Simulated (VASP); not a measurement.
# Tl (Pm-3m) in VASP: a series of runs

The runs below take Tl through single point, with RPBE.

All numbers are computed with VASP 6.6.1; they aren't measurements. Logs are shortened: lines on timing, memory, paths and dates and some standing lists are left out, and cuts for length are marked.

**1. The structure**

It takes space group Pm-3m (No. 221, cubic). Conventional cell: a = 3.336 Å, b = 3.336 Å, c = 3.336 Å, α = 90.00°, β = 90.00°, γ = 90.00°. Around Tl (site symmetry m-3m) lie 6 Tl at 3.34 Å.

This isn't the form of Tl at room conditions, which is hcp.

**2. Single point, RPBE**

INCAR

```
ALGO = Normal ; EDIFF = 1E-6
ENCUT = 520 ; GGA = RP
ISIF = 2 ; ISMEAR = -1
LASPH = T ; LCHARG = T
LELF = T ; LREAL = F
LVHAR = T ; LWAVE = F
NBANDS = 12 ; NELM = 60
PREC = Accurate ; SIGMA = 0.1
```

KPOINTS

```
k-points
0
Gamma
  15 15 15
```

POSCAR

```
Tl
1.0
    3.3364766942      0.0000000000      0.0000000000
    0.0000000000      3.3364766942      0.0000000000
    0.0000000000      0.0000000000      3.3364766942
Tl
1
Direct
    0.0000000000      0.0000000000      0.0000000000
```

Potentials or basis: VASP PAW PBE potentials, release 64 (Tl_d).

Run with:

```bash
$ cat potpaw_PBE.64/Tl_d/POTCAR > POTCAR
$ mpirun -np 1 vasp_std > vasp.out
```

OUTCAR:

```text
EDIFF = 1E-6
   ENCUT = 520
   GGA = RP
   ISIF = 2
   ISMEAR = -1
   LASPH = T
   LREAL = F
   NELM = 60
   PREC = Accurate

 ion  position               nearest neighbor table
   1  0.000  0.000  0.000-

  LATTYP: Found a simple cubic cell.
 ALAT       =     3.3364766942

  Lattice vectors:

 A1 = (   3.3364766942,   0.0000000000,   0.0000000000)
 A2 = (   0.0000000000,   3.3364766942,   0.0000000000)
 A3 = (   0.0000000000,   0.0000000000,   3.3364766942)

Analysis of symmetry for initial positions (statically):
=====================================================================
 Subroutine PRICEL returns:
 Original cell was already a primitive cell.

 Routine SETGRP: Setting up the symmetry group for a
 simple cubic supercell.

 Subroutine GETGRP returns: Found 48 space group operations
 (whereof 48 operations were pure point group operations)
 out of a pool of 48 trial point group operations.

The static configuration has the point symmetry O_h .

Analysis of symmetry for dynamics (positions and initial velocities):
=====================================================================
 Subroutine PRICEL returns:
 Original cell was already a primitive cell.

 Routine SETGRP: Setting up the symmetry group for a
 simple cubic supercell.

 Subroutine GETGRP returns: Found 48 space group operations
 (whereof 48 operations were pure point group operations)
 out of a pool of 48 trial point group operations.

The dynamic configuration has the point symmetry O_h .

 Subroutine INISYM returns: Found 48 space group operations
 (whereof 48 operations are pure point group operations),
 and found     1 'primitive' translations

----------------------------------------------------------------------------------------

                                     Primitive cell

  volume of cell :      37.1419

  direct lattice vectors                    reciprocal lattice vectors
     3.336476694  0.000000000  0.000000000     0.299717364  0.000000000  0.000000000
     0.000000000  3.336476694  0.000000000     0.000000000  0.299717364  0.000000000
     0.000000000  0.000000000  3.336476694     0.000000000  0.000000000  0.299717364

  length of vectors
     3.336476694  3.336476694  3.336476694     0.299717364  0.299717364  0.299717364

  position of ions in fractional coordinates (direct lattice)
     0.000000000  0.000000000  0.000000000

  ion indices of the primitive-cell ions
   primitive index   ion index
                 1           1

----------------------------------------------------------------------------------------

 KPOINTS: k-points

Automatic generation of k-mesh.
 Grid dimensions read from file:
 generate k-points for:   15   15   15

 Generating k-lattice:

  Cartesian coordinates                     Fractional coordinates (reciprocal lattice)
     0.019981158  0.000000000  0.000000000     0.066666667  0.000000000  0.000000000
     0.000000000  0.019981158  0.000000000     0.000000000  0.066666667  0.000000000
     0.000000000  0.000000000  0.019981158     0.000000000  0.000000000  0.066666667

  Length of vectors
     0.019981158  0.019981158  0.019981158

  Shift w.r.t. Gamma in fractional coordinates (k-lattice)
     0.000000000  0.000000000  0.000000000

 Subroutine IBZKPT returns following result:
 ===========================================

 Found    120 irreducible k-points:

 Following reciprocal coordinates:
            Coordinates               Weight
  0.000000  0.000000  0.000000      1.000000
  0.066667  0.000000  0.000000      6.000000
  0.133333  0.000000  0.000000      6.000000
  0.200000  0.000000  0.000000      6.000000
  0.266667  0.000000  0.000000      6.000000
  0.333333  0.000000  0.000000      6.000000
[... 16 lines left out ...]
  0.266667  0.200000  0.000000     24.000000
  0.333333  0.200000  0.000000     24.000000
 [... further k-points ...]
   k-points           NKPTS =    120   k-points in BZ     NKDIM =    120   number of bands    NBANDS=     12
   number of dos      NEDOS =    301   number of ions     NIONS =      1
   total plane-waves  NPLWV =  21952
   dimension x,y,z NGX =    28 NGY =   28 NGZ =   28
   dimension x,y,z NGXF=    56 NGYF=   56 NGZF=   56
   ions per type =               1
   NGX,Y,Z   is equivalent  to a cutoff of  13.95, 13.95, 13.95 a.u.
   NGXF,Y,Z  is equivalent  to a cutoff of  27.90, 27.90, 27.90 a.u.
 SYSTEM =  unknown system
   PREC   = accura    normal or accurate (medium, high low for compatibility)
   ISTART =      0    job   : 0-new  1-cont  2-samecut
   ICHARG =      2    charge: 1-file 2-atom 10-const
   ISPIN  =      1    spin polarized calculation?
   LNONCOLLINEAR =      F non collinear calculations
   LSORBIT =      F    spin-orbit coupling
   LASPH  =      T    aspherical Exc in radial PAW
   ENCUT  =  520.0 eV  38.22 Ry    6.18 a.u.   6.20  6.20  6.20*2*pi/ulx,y,z
   NELM   =     60;   NELMIN=  2; NELMDL= -5     # of ELM steps
   EDIFF  = 0.1E-05   stopping-criterion for ELM
   LREAL  =      F    real-space projection
   EDIFFG = 0.1E-04   stopping-criterion for IOM
   NSW    =      0    number of steps for IOM
   IBRION =     -1    ionic relax: 0-MD 1-quasi-New 2-CG
   NFREE  =      0    steps in history (QN), initial steepest desc. (CG)
   ISIF   =      2    stress and relaxation
   ISYM   =      2    0-nonsym 1-usesym 2-fastsym
   POTIM  = 0.5000    time-step for ionic-motion
   TEBEG  =    0.0;   TEEND  =   0.0 temperature during run
   PSTRESS=    0.0 pullay stress
   NELECT =      13.0000    total number of electrons
   NUPDOWN=      -1.0000    fix difference up-down
   EMIN   =  10.00;   EMAX   =-10.00  energy-range for DOS
   EFERMI =   0.00;   METHOD = LEGACY
   ISMEAR =    -1;   SIGMA  =   0.10  broadening in eV -4-tet -1-fermi 0-gaus
   EFERMI_NEDOS =   21; number of points for ismear=-14 and -15
   IALGO  =     38    algorithm
   IMIX   =      4    mixing-type and parameters
     AMIX     =   0.40;   BMIX     =  1.00
     AMIX_MAG =   1.60;   BMIX_MAG =  1.00
  volume/ion in A,a.u.               =      37.14       250.65
  Fermi-wavevector in a.u.,A,eV,Ry     =   1.153722  2.180219 18.110368  1.331075
  Thomas-Fermi vector in A             =   2.290364
   LORBIT       =      0    0 simple, 1 ext, 2 COOP (PROOUT), +10 PAW based schemes
   GGA     = RP    functional components
   LHFCALC =     F    Hartree Fock is set to
   AEXX    =    0.0000 exact exchange contribution
   IVDW    =     0    specifies the selected vdW correction
   LEPSILON=     F    determine dielectric tensor
   LRPA    =     F    only Hartree local field effects (RPA)
 non-spin polarized calculation
  energy-cutoff  :      520.00
  volume of cell :       37.14
 maximum number of plane-waves:      1021
 NGX is ok and might be reduce to    28
   NGX = 13   NGY = 13   NGZ = 13

 number of electron      13.0000007 magnetization

 Free energy of the ion-electron system (eV)
  ---------------------------------------------------
  ext. energy  EPLUGINS =         0.00000000
  ---------------------------------------------------
  free energy    TOTEN  =        -1.71978998 eV

  energy without entropy =       -1.69683620  energy(sigma->0) =       -1.70831309

 E-fermi :   4.4821     XC(G=0):  -8.7193

 val. band max:        4.4798082529   @ k =   0.4667   0.4000   0.2000
 cond. band min:       4.5261188890   @ k =   0.4000   0.4000   0.0000
 fundamental gap:      0.0463106362
 Fermi energy:         4.4821047932

 k-point     1 :       0.0000    0.0000    0.0000
  band No.  band energies     occupation
      1      -7.6260      2.00000
      2      -7.6260      2.00000
      3      -6.9194      2.00000
      4      -6.9194      2.00000
      5      -6.9194      2.00000
      6      -4.4577      2.00000
      7      10.5342      0.00000
      8      10.5342      0.00000
      9      10.5342      0.00000
     10      12.8801      0.00000
     11      14.6858      0.00000
     12      14.6858      0.00000

 k-point     2 :       0.0667    0.0000    0.0000
  band No.  band energies     occupation
      1      -7.6241      2.00000
      2      -7.6045      2.00000
      3      -6.9282      2.00000
      4      -6.9282      2.00000
      5      -6.9187      2.00000
      6      -4.3974      2.00000
      7       9.6921      0.00000
      8      10.6067      0.00000
      9      10.6067      0.00000
     10      13.2475      0.00000
     11      14.7127      0.00000
     12      15.2873      0.00000

 k-point     3 :       0.1333    0.0000    0.0000
  band No.  band energies     occupation
      1      -7.6186      2.00000
      2      -7.5448      2.00000
      3      -6.9530      2.00000
      4      -6.9530      2.00000
      5      -6.9166      2.00000
      6      -4.2151      2.00000
      7       8.1986      0.00000
      8      10.8191      0.00000
      9      10.8191      0.00000
     10      13.5813      0.00000
     11      14.7935      0.00000
     12      16.8277      0.00000
[... 286 lines left out ...]
 k-point    23 :       0.2667    0.2000    0.0000
  band No.  band energies     occupation
      1      -7.5061      2.00000
      2      -7.2507      2.00000
      3      -7.1237      2.00000
      4      -7.0229      2.00000
      5      -6.9777      2.00000
      6      -2.9599      2.00000
      7       5.7443      0.00001
      8       7.6405      0.00000
      9      12.2327      0.00000
     10      14.9522      0.00000
     11      15.1509      0.00000
     12      19.6852      0.00000

 k-point    24 :       0.3333    0.2000    0.0000
  band No.  band energies     occupation
      1      -7.4918      2.00000
      2      -7.1700      2.00000
      3      -7.1595      2.00000
      4      -7.0611      2.00000
      5      -6.9738      2.00000
      6      -2.4505      2.00000
      7       4.4117      1.33822
      8       8.1218      0.00000
      9      12.7270      0.00000
     10      13.9549      0.00000
     11      15.3828      0.00000
     12      18.8670      0.00000

 [... further k-points ...]
[... 5 lines left out ...]
  --------------------------------------------------------------------------------------
  -------------------------------------------------------------------------------------
  Total       -0.0029896     -0.0029896     -0.0029896     -0.0000000      0.0000000     -0.0000000
  in kB       -0.1289629     -0.1289629     -0.1289629     -0.0000000      0.0000000     -0.0000000
  external PRESSURE =      -0.1289629 kB  Pullay stress =       0.0000000 kB

 VOLUME and BASIS-vectors are now :
 -----------------------------------------------------------------------------
  energy-cutoff  :      520.00
  volume of cell :       37.14
      direct lattice vectors                 reciprocal lattice vectors
     3.336476694  0.000000000  0.000000000     0.299717364  0.000000000  0.000000000
     0.000000000  3.336476694  0.000000000     0.000000000  0.299717364  0.000000000
     0.000000000  0.000000000  3.336476694     0.000000000  0.000000000  0.299717364

 POSITION                                       TOTAL-FORCE (eV/Angst)
 -----------------------------------------------------------------------------------
      0.00000      0.00000      0.00000         0.000000      0.000000      0.000000
 -----------------------------------------------------------------------------------
    total drift:                               -0.000000     -0.000000     -0.000000

  FREE ENERGIE OF THE ION-ELECTRON SYSTEM (eV)
  ---------------------------------------------------
  free  energy   TOTEN  =        -1.7197899787 eV

  energy  without entropy=       -1.6968362048  energy(sigma->0) =       -1.70831309
```

It took 15 s on 1 thread of Intel Xeon 6975P-C (Granite Rapids), shared host; peak memory 0.18 GiB.

What came out:

```yaml
Free_energy: -1.7198 eV
Pressure: 0.0 GPa
Band_gap_on_the_k_mesh: none (metal or under the smearing width)
```

Levels at points of the mesh, in eV from the Fermi level:
```csv
k point,band 4,band 5,band 6,band 7,band 8,band 9
"(0.00, 0.00, 0.00)",-11.40,-11.40,-8.94,6.05,6.05,6.05
```

Caveat: the PAW data sets were made with another functional, which shifts forces and pressure a little. Spin-orbit coupling is left out, which matters for the levels of Tl.

**3. Single point, RPBE**

This run uses another cell than the first one, of 41.60 Å³/atom, 1.120 times its volume.

INCAR

```
ALGO = Normal
EDIFF = 1E-6
ENCUT = 520
GGA = RP
ISIF = 2
ISMEAR = -1
LASPH = True
LCHARG = False
LREAL = False
LWAVE = False
NBANDS = 12
NELM = 100
PREC = Accurate
SIGMA = 0.1
```

KPOINTS

```
k-points
0
Gamma
  11 11 11
```

POSCAR

```
Tl
1.0
    3.4649271111      0.0000000000      0.0000000000
    0.0000000000      3.4649271111      0.0000000000
    0.0000000000      0.0000000000      3.4649271111
Tl
1
Direct
    0.0000000000      0.0000000000      0.0000000000
```

Potentials or basis: VASP PAW PBE potentials, release 64 (Tl_d).

Run with:

```bash
$ cat potpaw_PBE.64/Tl_d/POTCAR > POTCAR
$ mpirun -np 1 vasp_std > vasp.out
```

It took 8.1 s on 1 thread of Intel Xeon 6975P-C (Granite Rapids), shared host; peak memory 0.16 GiB.

It converged, with:

| Item | Value |
| --- | --- |
| Free energy | -1.7050 eV |
| Pressure | -1.4 GPa |
| Band gap on the k mesh | none (metal or under the smearing width) |

Levels at points of the mesh, in eV from the Fermi level:
```csv
k point,band 3,band 4,band 5,band 6,band 7,band 8,band 9,band 10
"(0.00, 0.00, 0.00)",-11.48,-11.48,-11.48,-8.46,5.53,5.53,5.53,7.53
```

Caveat: the PAW data sets were made with another functional, which shifts forces and pressure a little. Spin-orbit coupling is left out, which matters for the levels of Tl.

(Part 1 of 2 ends here.)
